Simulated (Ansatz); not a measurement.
# InSe: further runs on the relaxed cell

An exercise on one series of results from a longer session: the logs are not shown, and one member is left open.

The COD entry's cell or inner coordinates are ideal or old and differ from later refinements, so a difference from it is no clean test against experiment.

Program: Ansatz 0.2.0. Level of theory: DFT PBEsol, scalar-relativistic, plane waves, PAW. These are calculated values, not measurements.

1 further run of the same task is left out (set aside as unsound or not needed).

## Starting point

The structure is trigonal, space group R3m (No. 160). The conventional cell has a = 4.009 Å, b = 4.009 Å, c = 25.289 Å, α = 90.00°, β = 90.00°, γ = 120.00°. In (site symmetry 3m) is surrounded by 3 Se at 2.64 Å and 1 In at 2.78 Å. Around Se (site symmetry 3m) lie 3 In at 2.64 Å.

As a file:

```
In Se
1.0
     2.00445    1.15727    8.42960
    -2.00445    1.15727    8.42960
     0.00000   -2.31454    8.42960
In Se
2 2
Direct
  0.00077 0.00077 0.00077
  0.11057 0.11057 0.11057
  0.61693 0.61693 0.61693
  0.82773 0.82773 0.82773
```

It is the result of an earlier relaxation at this level (volume 29.33 Å³/atom; gap on the mesh: 0.37 eV).

The first run:

File input.yaml:

```yaml
crystal:
  lattice:
    - [1.9842062164, 1.1455819932, 8.3444463903]
    - [-1.9842062164, 1.1455819932, 8.3444463903]
    - [0.0, -2.2911639863, 8.3444463903]
  atoms:
    - { symbol: In, position: [0.0007716448, 0.0007716448, 0.0007716448] }
    - { symbol: In, position: [0.1105681899, 0.1105681899, 0.1105681899] }
    - { symbol: Se, position: [0.6169296243, 0.6169296243, 0.6169296243] }
    - { symbol: Se, position: [0.827730541, 0.827730541, 0.827730541] }
basis:
  ecutwfc: 420
kpoints:
  mp_grid: { grid: [12, 12, 12] }
hamiltonian:
  xc: pbesol
scf:
  occupations: { method: gaussian, width: 0.02 }
output:
  forces: true
  stress: true
  eigenvalues: true
relax:
  adjacent_minimum: "off"
  f_tol: 0.01
  max_steps: 30
  cell: { stress_tol: 0.1, fix: [volume] }
```

Started as:

```
> ansatz run input.yaml --threads 2 --pin off --max-ram 5120MiB --backend cpu --events-out ev --progress --plain --runs-dir out
```

Steps of the session up to this table: Volume × 0.97; Volume × 1.03; Volume × 0.94; Volume × 1.06; Volume × 0.91; Point at V/V0 = 1.10; Volume × 0.88.

One of the session's tables, all rows but one given; the rest of the session is left out.

It belongs to the step «Fit of the equation of state». 

```
volume (Å³/atom)  energy above the lowest point (meV/atom)  pressure (GPa)  gap on the mesh (eV)
          25.811                                      40.1            4.57                  0.53
          26.691                                      19.7            2.90                  0.43
          27.571                                       7.6            1.60                  0.35
          28.451                                         ?               ?                     ?
          29.331                                       0.0            0.00                  0.37
          30.211                                       1.1           -0.34                  0.49
          31.091                                       3.2           -0.44                  0.66
          32.264                                       6.1           -0.34                  0.92
```

**Question.** Estimate the row for volume (Å³/atom) = 28.451.

Worked estimate for «energy above the lowest point (meV/atom)». A straight line through the neighbours (27.571, 7.6) and (29.331, 0.0) gives 7.6 + (0.0 − 7.6) × (28.451 − 27.571) / (29.331 − 27.571) = 3.8; a parabola fitted to 4 rows on both sides gives 1.6.

The run gave: energy above the lowest point (meV/atom): 1.6; pressure (GPa): 0.64; gap on the mesh (eV): 0.33. In «energy above the lowest point (meV/atom)» the line misses by +2.2 and the parabola by 0.0.

Limits of these values: The gap on the mesh goes from 0.53 eV at the smallest volume to 0.92 eV at the largest, through a dip to 0.33 eV between.
